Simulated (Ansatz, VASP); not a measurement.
**CsSnI3: VASP beside Ansatz**

```
CELL_PARAMETERS angstrom
6.20570 0.00000 0.00000
0.00000 6.20570 0.00000
0.00000 0.00000 6.20570
ATOMIC_POSITIONS crystal
Cs 0.00000 0.00000 0.00000
I 0.50000 0.50000 0.00000
I 0.50000 0.00000 0.50000
I 0.00000 0.50000 0.50000
Sn 0.50000 0.50000 0.50000
```

Alike in both runs: task relaxation of cell and atoms; functional PBE; k mesh 4 × 4 × 4; occupations fermi-dirac, width 0.05 eV; no spin polarisation.

```csv
,VASP,Ansatz
version,VASP 6.6.1,Ansatz 0.2.0
potentials or method,"VASP PAW PBE potentials, release 54 (Cs_sv, I, Sn_d)",Ansatz PAW
plane-wave cutoff (eV),600,420
valence electrons in the cell,44,74
```

```tsv
	VASP	Ansatz	Ansatz less VASP
gap on the k mesh at the Fermi level, each at its own relaxed structure (eV)	0.50	0.50	-0.004
relaxed volume (Å³/atom)	50.12	50.01	-0.113
relaxed cell length with the largest relative difference (Å)	6.305	6.300	-0.0047
energy change over the relaxation (meV/atom)	-6	-6	0.0
```

The two sets of potentials don't hold the same shells in valence.

Caveats: spin-orbit coupling is left out, which moves the levels of the heavy elements; the plane-wave basis is chosen anew once the cell has moved, so the energies of steps on either side of that aren't comparable (Ansatz). Zero-point motion and thermal expansion aren't in these numbers. A k mesh can miss the band edges.
